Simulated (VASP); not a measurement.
# Mg (P6_3/mmc) in VASP: further runs

Aim: see how the results for Mg move with the level of theory and the settings. Levels: PBE, PBE+D3(BJ), PBEsol. Tasks: relaxation of cell and atoms.

Program: VASP 6.6.1. These are calculated values, not measurements. Logs are shortened: lines on timing, memory, paths and dates and some standing lists are left out, and cuts for length are marked.

## 1. The structure

Symmetry: P6_3/mmc, No. 194, hexagonal system. Conventional cell: a = 3.209 Å, b = 3.209 Å, c = 5.210 Å, α = 90.00°, β = 90.00°, γ = 120.00°. Mg (site symmetry -6m2) has 12 Mg at 3.20 to 3.21 Å as nearest neighbours.

## 2. Relaxation of cell and atoms, PBE

INCAR reads:

```
PREC     = Accurate       # precision mode
ENCUT    = 600            # plane-wave cutoff, eV
EDIFF    = 1E-6           # SCF threshold, eV
ISMEAR   = 1              # smearing method
SIGMA    = 0.1            # smearing width, eV
LREAL    = False          # projectors in reciprocal space
LASPH    = True           # aspherical terms in the spheres
NELM     = 80             # most SCF steps
ALGO     = Normal         # electronic algorithm
ISIF     = 3              # what is computed and relaxed
LWAVE    = False          # write WAVECAR
LCHARG   = False          # write CHGCAR
GGA      = PE             # functional
IBRION   = 2              # ionic algorithm
NSW      = 90             # ionic steps
EDIFFG   = -0.01          # ionic threshold
```

KPOINTS reads:

```
regular mesh
0
Gamma
  18 18 9
```

POSCAR reads:

```
Mg
1.0
    3.2093000000      0.0000000000      0.0000000000
   -1.6046500000      2.7793353284      0.0000000000
    0.0000000000      0.0000000000      5.2103000000
Mg
2
Direct
    0.3333333333      0.6666666667      0.2500000000
    0.6666666667      0.3333333333      0.7500000000
```

Potentials or basis: VASP PAW PBE potentials, release 64 (Mg).

Command:

```console
cat potpaw_PBE.64/Mg/POTCAR > POTCAR
mpirun -np 1 vasp_std > vasp.out
```

OUTCAR:

```text
PREC = Accurate
   ENCUT = 600
   EDIFF = 1E-6
   ISMEAR = 1
   LREAL = False
   LASPH = True
   NELM = 80
   ISIF = 3
   GGA = PE
   IBRION = 2
   NSW = 90
   EDIFFG = -0.01

 ion  position               nearest neighbor table
   1  0.333  0.667  0.250-   2 3.20   2 3.20   2 3.20   2 3.20   2 3.20   2 3.20
   2  0.667  0.333  0.750-   1 3.20   1 3.20   1 3.20   1 3.20   1 3.20   1 3.20

  LATTYP: Found a hexagonal cell.
 ALAT       =     3.2093000000
 C/A-ratio  =     1.6235004518

  Lattice vectors:

 A1 = (   3.2093000000,   0.0000000000,   0.0000000000)
 A2 = (  -1.6046500000,   2.7793353284,   0.0000000000)
 A3 = (   0.0000000000,   0.0000000000,   5.2103000000)

Analysis of symmetry for initial positions (statically):
=====================================================================
 Subroutine PRICEL returns:
 Original cell was already a primitive cell.

 Routine SETGRP: Setting up the symmetry group for a
 hexagonal supercell.

 Subroutine GETGRP returns: Found 24 space group operations
 (whereof 12 operations were pure point group operations)
 out of a pool of 24 trial point group operations.

The static configuration has the point symmetry D_3d.
 The point group associated with its full space group is D_6h.

Analysis of symmetry for dynamics (positions and initial velocities):
=====================================================================
 Subroutine PRICEL returns:
 Original cell was already a primitive cell.

 Routine SETGRP: Setting up the symmetry group for a
 hexagonal supercell.

 Subroutine GETGRP returns: Found 24 space group operations
 (whereof 12 operations were pure point group operations)
 out of a pool of 24 trial point group operations.

The dynamic configuration has the point symmetry D_3d.
 The point group associated with its full space group is D_6h.

 Subroutine INISYM returns: Found 24 space group operations
 (whereof 12 operations are pure point group operations),
 and found     1 'primitive' translations

----------------------------------------------------------------------------------------

                                     Primitive cell

  volume of cell :      46.4744

  direct lattice vectors                    reciprocal lattice vectors
     3.209300000  0.000000000  0.000000000     0.311594429  0.179899127  0.000000000
    -1.604650000  2.779335328  0.000000000     0.000000000  0.359798255  0.000000000
     0.000000000  0.000000000  5.210300000     0.000000000  0.000000000  0.191927528

  length of vectors
     3.209300000  3.209300000  5.210300000     0.359798255  0.359798255  0.191927528

  position of ions in fractional coordinates (direct lattice)
     0.333333333  0.666666667  0.250000000
     0.666666667  0.333333333  0.750000000

  ion indices of the primitive-cell ions
   primitive index   ion index
                 1           1
                 2           2

----------------------------------------------------------------------------------------

 KPOINTS: regular mesh

Automatic generation of k-mesh.
 Grid dimensions read from file:
 generate k-points for:   18   18    9

 Generating k-lattice:

  Cartesian coordinates                     Fractional coordinates (reciprocal lattice)
     0.017310802  0.009994396  0.000000000     0.055555556 -0.000000000  0.000000000
     0.000000000  0.019988792  0.000000000     0.000000000  0.055555556  0.000000000
     0.000000000  0.000000000  0.021325281     0.000000000  0.000000000  0.111111111

  Length of vectors
     0.019988792  0.019988792  0.021325281

  Shift w.r.t. Gamma in fractional coordinates (k-lattice)
     0.000000000  0.000000000  0.000000000

 Subroutine IBZKPT returns following result:
 ===========================================

 Found    185 irreducible k-points:

 Following reciprocal coordinates:
            Coordinates               Weight
  0.000000  0.000000  0.000000      1.000000
  0.055556  0.000000  0.000000      6.000000
  0.111111  0.000000  0.000000      6.000000
  0.166667  0.000000  0.000000      6.000000
  0.222222 -0.000000  0.000000      6.000000
  0.277778  0.000000  0.000000      6.000000
[... 16 lines left out ...]
  0.333333  0.111111  0.000000     12.000000
  0.388889  0.111111  0.000000     12.000000
 [... further k-points ...]
   k-points           NKPTS =    185   k-points in BZ     NKDIM =    185   number of bands    NBANDS=      6
   number of dos      NEDOS =    301   number of ions     NIONS =      2
   total plane-waves  NPLWV =  32928
   dimension x,y,z NGX =    28 NGY =   28 NGZ =   42
   dimension x,y,z NGXF=    56 NGYF=   56 NGZF=   84
   ions per type =               2
   NGX,Y,Z   is equivalent  to a cutoff of  14.50, 14.50, 13.40 a.u.
   NGXF,Y,Z  is equivalent  to a cutoff of  29.01, 29.01, 26.80 a.u.
 SYSTEM =  unknown system
   PREC   = accura    normal or accurate (medium, high low for compatibility)
   ISTART =      0    job   : 0-new  1-cont  2-samecut
   ICHARG =      2    charge: 1-file 2-atom 10-const
   ISPIN  =      1    spin polarized calculation?
   LNONCOLLINEAR =      F non collinear calculations
   LSORBIT =      F    spin-orbit coupling
   LASPH  =      T    aspherical Exc in radial PAW
   ENCUT  =  600.0 eV  44.10 Ry    6.64 a.u.   6.41  6.41 10.41*2*pi/ulx,y,z
   NELM   =     80;   NELMIN=  2; NELMDL= -5     # of ELM steps
   EDIFF  = 0.1E-05   stopping-criterion for ELM
   LREAL  =      F    real-space projection
   EDIFFG = -.1E-01   stopping-criterion for IOM
   NSW    =     90    number of steps for IOM
   IBRION =      2    ionic relax: 0-MD 1-quasi-New 2-CG
   NFREE  =      1    steps in history (QN), initial steepest desc. (CG)
   ISIF   =      3    stress and relaxation
   ISYM   =      2    0-nonsym 1-usesym 2-fastsym
   POTIM  = 0.5000    time-step for ionic-motion
   TEBEG  =    0.0;   TEEND  =   0.0 temperature during run
   PSTRESS=    0.0 pullay stress
   NELECT =       4.0000    total number of electrons
   NUPDOWN=      -1.0000    fix difference up-down
   EMIN   =  10.00;   EMAX   =-10.00  energy-range for DOS
   EFERMI =   0.00;   METHOD = LEGACY
   ISMEAR =     1;   SIGMA  =   0.10  broadening in eV -4-tet -1-fermi 0-gaus
   EFERMI_NEDOS =   21; number of points for ismear=-14 and -15
   IALGO  =     38    algorithm
   IMIX   =      4    mixing-type and parameters
     AMIX     =   0.40;   BMIX     =  1.00
     AMIX_MAG =   1.60;   BMIX_MAG =  1.00
  volume/ion in A,a.u.               =      23.24       156.81
  Fermi-wavevector in a.u.,A,eV,Ry     =   0.722809  1.365911  7.108401  0.522453
  Thomas-Fermi vector in A             =   1.812866
   LORBIT       =      0    0 simple, 1 ext, 2 COOP (PROOUT), +10 PAW based schemes
   GGA     = PE    functional components
   LHFCALC =     F    Hartree Fock is set to
   AEXX    =    0.0000 exact exchange contribution
   IVDW    =     0    specifies the selected vdW correction
   LEPSILON=     F    determine dielectric tensor
   LRPA    =     F    only Hartree local field effects (RPA)
 conjugate gradient relaxation of ions
 non-spin polarized calculation
 Methfessel and Paxton  Order N= 1 SIGMA  =   0.10
  energy-cutoff  :      600.00
  volume of cell :       46.47
 maximum number of plane-waves:      1578
 NGX is ok and might be reduce to    28
   NGX = 13   NGY = 13   NGZ = 21

--------------------------------------- Ionic step        1  -------------------------------------------

 number of electron       4.0000000 magnetization

 Free energy of the ion-electron system (eV)
  ---------------------------------------------------
  ext. energy  EPLUGINS =         0.00000000
  ---------------------------------------------------
  free energy    TOTEN  =        -3.01181773 eV

  energy without entropy =       -3.01220322  energy(sigma->0) =       -3.01194622

------------------------ aborting loop because EDIFF is reached ----------------------------------------

  FORCE on cell =-STRESS in cart. coord.  units (eV):
  Direction    XX          YY          ZZ          XY          YZ          ZX
  --------------------------------------------------------------------------------------
  -------------------------------------------------------------------------------------
  Total       -0.1251970     -0.1251970     -0.2560108      0.0000000     -0.0000000      0.0000000
  in kB       -4.3160908     -4.3160908     -8.8258149      0.0000000     -0.0000000      0.0000000
  external PRESSURE =      -5.8193322 kB  Pullay stress =       0.0000000 kB
[... 129 lines left out ...]
  energy  without entropy=       -3.0143924338  energy(sigma->0) =       -3.01396965

--------------------------------------- Ionic step        5  -------------------------------------------

 number of electron       4.0000000 magnetization

 Free energy of the ion-electron system (eV)
  ---------------------------------------------------
  ext. energy  EPLUGINS =         0.00000000
  ---------------------------------------------------
  free energy    TOTEN  =        -3.01391397 eV

  energy without entropy =       -3.01451524  energy(sigma->0) =       -3.01411439

 E-fermi :   2.6548     XC(G=0):  -8.5062

 val. band max:        2.6536900449   @ k =   0.0556   0.0000   0.1111
 cond. band min:       2.6710555227   @ k =   0.3889   0.1667   0.4444
 fundamental gap:      0.0173654778
 Fermi energy:         2.6547616573

 k-point     1 :       0.0000    0.0000    0.0000
  band No.  band energies     occupation
      1      -4.2939      2.00000
      2       1.0444      2.00000
      3       1.5542      2.00000
      4      13.4716      0.00000
      5      13.4716      0.00000
      6      13.5600      0.00000

 k-point     2 :       0.0556    0.0000    0.0000
  band No.  band energies     occupation
      1      -4.2335      2.00000
      2       1.0994      2.00000
      3       1.6128      2.00000
      4      12.0554      0.00000
      5      12.6552      0.00000
      6      13.4535      0.00000
[... 190 lines left out ...]
 k-point    24 :       0.3889    0.1111    0.0000
  band No.  band energies     occupation
      1      -0.3324      2.00000
      2       1.7083      2.00000
      3       4.7360      0.00000
      4       5.3795      0.00000
      5       6.6334      0.00000
      6       6.7693      0.00000

 [... further k-points ...]

------------------------ aborting loop because EDIFF is reached ----------------------------------------

  FORCE on cell =-STRESS in cart. coord.  units (eV):
  Direction    XX          YY          ZZ          XY          YZ          ZX
  --------------------------------------------------------------------------------------
  -------------------------------------------------------------------------------------
  Total        0.0019796      0.0019796      0.0106937      0.0000000      0.0000000      0.0000000
  in kB        0.0694195      0.0694195      0.3749981      0.0000000      0.0000000      0.0000000
  external PRESSURE =       0.1712790 kB  Pullay stress =       0.0000000 kB
[... 17 lines left out ...]
  FREE ENERGIE OF THE ION-ELECTRON SYSTEM (eV)
  ---------------------------------------------------
  free  energy   TOTEN  =        -3.0139139665 eV

  energy  without entropy=       -3.0145152429  energy(sigma->0) =       -3.01411439

 reached required accuracy - stopping structural energy minimisation
```

Wall time 77 s (1 thread of Intel Xeon Platinum 8488C (Sapphire Rapids), shared host); peak memory 0.23 GiB.

Results:

| Property | Result |
| --- | --- |
| Free energy | -3.0139 eV |
| Relaxed volume | 22.84 Å³/atom |
| Relaxed cell | a = 3.207 Å, b = 3.207 Å, c = 5.130 Å, α = 90.00°, β = 90.00°, γ = 120.00° |
| Space group after relaxing (to 0.05 Å) | P6_3/mmc (No. 194) |
| Energy gained by relaxing | 1.0 meV/atom |
| Ionic steps | 5 |
| Pressure after relaxing | 0.0 GPa |
| Band gap on the k mesh | none (metal or under the smearing width) |

Step by step:
| step | energy change (eV) | largest force (eV/Å) | pressure (GPa) | volume (Å³) |
| --- | --- | --- | --- | --- |
| 1 | 0.0000 | 0.0000 | -0.58 | 46.47 |
| 2 | -0.0016 | 0.0000 | -0.16 | 45.91 |
| 3 | -0.0018 | 0.0000 | 0.06 | 45.64 |
| 4 | -0.0019 | 0.0000 | 0.04 | 45.66 |
| 5 | -0.0021 | 0.0000 | 0.02 | 45.69 |

Final structure:
```
Mg
1.0
     3.20672    0.00000    0.00000
    -1.60336    2.77710    0.00000
     0.00000    0.00000    5.13046
Mg
2
Direct
  0.33333 0.66667 0.25000
  0.66667 0.33333 0.75000
```

## 3. Relaxation of cell and atoms, PBE

This run uses another cell than the first one, of 22.84 Å³/atom, 0.983 times its volume.

Edit INCAR of step 2 so:

```diff
@@ -2,3 +2,3 @@
 ENCUT    = 600            # plane-wave cutoff, eV
-EDIFF    = 1E-6           # SCF threshold, eV
+EDIFF    = 1E-7           # SCF threshold, eV
 ISMEAR   = 1              # smearing method
@@ -15,2 +15,2 @@
 NSW      = 90             # ionic steps
-EDIFFG   = -0.01          # ionic threshold
+EDIFFG   = -0.005         # ionic threshold
```

KPOINTS is that of step 2.

POSCAR reads:

```
Mg                                      
1.0
    3.2067195202      0.0000000000      0.0000000000
   -1.6033597601      2.7771005674      0.0000000000
    0.0000000000     -0.0000000000      5.1304574050
  Mg            
     2
Direct
     0.3333333332999970    0.6666666667000030    0.2500000000000000
     0.6666666667000030    0.3333333332999970    0.7500000000000000
```

Potentials or basis: VASP PAW PBE potentials, release 64 (Mg).

Command:

```console
cat potpaw_PBE.64/Mg/POTCAR > POTCAR
mpirun -np 1 vasp_std > vasp.out
```

It took 43 s on 1 thread of Intel Xeon Platinum 8488C (Sapphire Rapids), shared host; peak memory 0.23 GiB.

It converged, with:

* Free energy: -3.0139 eV
* Relaxed volume: 22.85 Å³/atom
* Relaxed cell: a = 3.207 Å, b = 3.207 Å, c = 5.132 Å, α = 90.00°, β = 90.00°, γ = 120.00°
* Space group after relaxing (to 0.05 Å): P6_3/mmc (No. 194)
* Energy gained by relaxing: 0.0 meV/atom
* Ionic steps: 2
* Pressure after relaxing: 0.0 GPa
* Band gap on the k mesh: none (metal or under the smearing width)

Final structure:
```
Mg
1.0
     3.20687    0.00000    0.00000
    -1.60344    2.77723    0.00000
     0.00000    0.00000    5.13178
Mg
2
Cartesian
  0.0000 1.8515 1.2829
  1.6034 0.9257 3.8488
```

Levels at points of the mesh, in eV from the Fermi level:
```csv
k point,band 1,band 2,band 3,band 4,band 5
"(0.00, 0.00, 0.00)",-6.95,-1.61,-1.10,10.82,10.82
"(0.50, 0.00, 0.00)",-2.18,-2.18,2.69,3.06,3.40
```

## 4. Relaxation of cell and atoms, PBE+D3(BJ)

INCAR reads:

```
SYSTEM = Mg
PREC = Accurate
ENCUT = 600
EDIFF = 1E-6
ISMEAR = 1
SIGMA = 0.1
LREAL = .FALSE.
LASPH = .TRUE.
NELM = 80
ALGO = Normal
ISIF = 3
LWAVE = .FALSE.
LCHARG = .FALSE.
GGA = PE
IVDW = 12
IBRION = 2
NSW = 90
EDIFFG = -0.01
```

KPOINTS reads:

```
regular mesh
0
G
  18 18 9
  0 0 0
```

POSCAR reads:

```
Mg
1.0
    3.2093000000      0.0000000000      0.0000000000
   -1.6046500000      2.7793353284      0.0000000000
    0.0000000000      0.0000000000      5.2103000000
Mg
2
Direct
    0.3333333333      0.6666666667      0.2500000000
    0.6666666667      0.3333333333      0.7500000000
```

Command:

```console
cat potpaw_PBE.64/Mg/POTCAR > POTCAR
mpirun -np 1 vasp_std > vasp.out
```

It took 86 s on 1 thread of Intel Xeon Platinum 8488C (Sapphire Rapids), shared host; peak memory 0.24 GiB.

Results (log left out):

| Property | Result |
| --- | --- |
| Free energy | -3.5992 eV |
| Relaxed volume | 21.62 Å³/atom |
| Relaxed cell | a = 3.147 Å, b = 3.147 Å, c = 5.042 Å, α = 90.00°, β = 90.00°, γ = 120.00° |
| Space group after relaxing (to 0.05 Å) | P6_3/mmc (No. 194) |
| Energy gained by relaxing | 13.6 meV/atom |
| Ionic steps | 6 |
| Pressure after relaxing | 0.0 GPa |
| Band gap on the k mesh | none (metal or under the smearing width) |
| Dispersion energy per atom | -0.301 eV |

Step by step:
```csv
step,energy change (eV),largest force (eV/Å),pressure (GPa),volume (Å³)
1,0.0000,0.0000,-2.50,46.47
2,-0.0250,0.0000,-0.71,44.08
3,-0.0268,0.0000,-0.02,43.30
4,-0.0268,0.0000,0.04,43.24
5,-0.0270,0.0000,0.04,43.24
6,-0.0272,0.0000,0.04,43.25
```

Final structure:
```cif
data_structure
_symmetry_space_group_name_H-M 'P 1'
_symmetry_Int_Tables_number 1
_cell_length_a 3.1472
_cell_length_b 3.1472
_cell_length_c 5.0416
_cell_angle_alpha 90.000
_cell_angle_beta 90.000
_cell_angle_gamma 120.000
_cell_volume 43.25
loop_
_atom_site_label
_atom_site_type_symbol
_atom_site_fract_x
_atom_site_fract_y
_atom_site_fract_z
_atom_site_occupancy
Mg1 Mg 0.33333 0.66667 0.25000 1
Mg2 Mg 0.66667 0.33333 0.75000 1
```

Levels at points of the mesh, in eV from the Fermi level:
```tsv
k point	band 1	band 2	band 3	band 4	band 5	band 6
(0.00, 0.00, 0.00)	-7.20	-1.71	-1.11	11.14	11.14	11.35
(0.50, 0.00, 0.00)	-2.29	-2.24	2.77	3.07	3.55	3.90
```

Caveat: pairwise dispersion overbinds metals, which lowers pressure and volume.

(Part 1 of 2 ends here.)
